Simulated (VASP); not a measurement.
# ZrN: relaxation of cell and atoms with PBE

Crystal: ZrN.

```xyz
2
Lattice="0.0000 2.2943 2.2943 2.2943 0.0000 2.2943 2.2943 2.2943 0.0000" Properties=species:S:1:pos:R:3 pbc="T T T"
Zr    2.2943    2.2943    2.2943
N     0.0000    0.0000    0.0000
```

The cell is a database's computed one.

| Property | Result |
| --- | --- |
| Program | VASP 6.6.1 |
| Task | relaxation of cell and atoms |
| Functional | PBE |
| Potentials or basis | VASP PAW PBE potentials, release 64 (Zr_sv, N) |
| Cutoff | 600 eV |
| k mesh | 16 × 16 × 16 |
| Occupations | gaussian, width 0.1 eV |
| Spin | no spin polarisation |
| Further INCAR settings | ALGO = Fast; EDIFF = 1e-07; IBRION = 2; EDIFFG = -0.005; NSW = 90; ISIF = 3 |

```yaml
Relaxed_volume: 12.13 Å³/atom
Relaxed_cell: a = 3.249 Å, b = 3.249 Å, c = 3.249 Å, α = 60.00°, β = 60.00°, γ = 60.00°
Space_group_after_relaxing_to_0.05_Å: Fm-3m (No. 225)
Energy_gained_by_relaxing: 0.2 meV/atom
Ionic_steps: 3
Pressure_after_relaxing: 0.0 GPa
Band_gap_on_the_k_mesh: none (metal or under the smearing width)
```

The path:
| step | energy change (eV) | largest force (eV/Å) | pressure (GPa) | volume (Å³) |
| --- | --- | --- | --- | --- |
| 1 | 0.0000 | 0.0000 | 1.15 | 24.15 |
| 2 | 0.0008 | 0.0000 | -1.93 | 24.46 |
| 3 | -0.0004 | 0.0000 | 0.01 | 24.26 |

Final structure:
```
CELL_PARAMETERS angstrom
0.00000 2.29774 2.29774
2.29774 0.00000 2.29774
2.29774 2.29774 0.00000
ATOMIC_POSITIONS crystal
Zr 0.50000 0.50000 0.50000
N 0.00000 0.00000 0.00000
```

Levels at points of the mesh, in eV from the Fermi level:
```csv
k point,band 7,band 8,band 9,band 10,band 11,band 12
"(0.00, 0.00, 0.00)",-2.65,-2.65,-0.40,-0.40,-0.40,2.82
"(0.50, 0.00, 0.00)",-5.65,-5.65,2.99,3.05,3.05,4.72
"(0.50, 0.50, 0.00)",-3.45,-3.16,-3.16,3.34,4.48,4.88
```

Run time: 120 s on 1 thread of Intel(R) Xeon(R) 6975P-C (Granite Rapids), with other jobs on the host, peak memory 0.21 GiB.
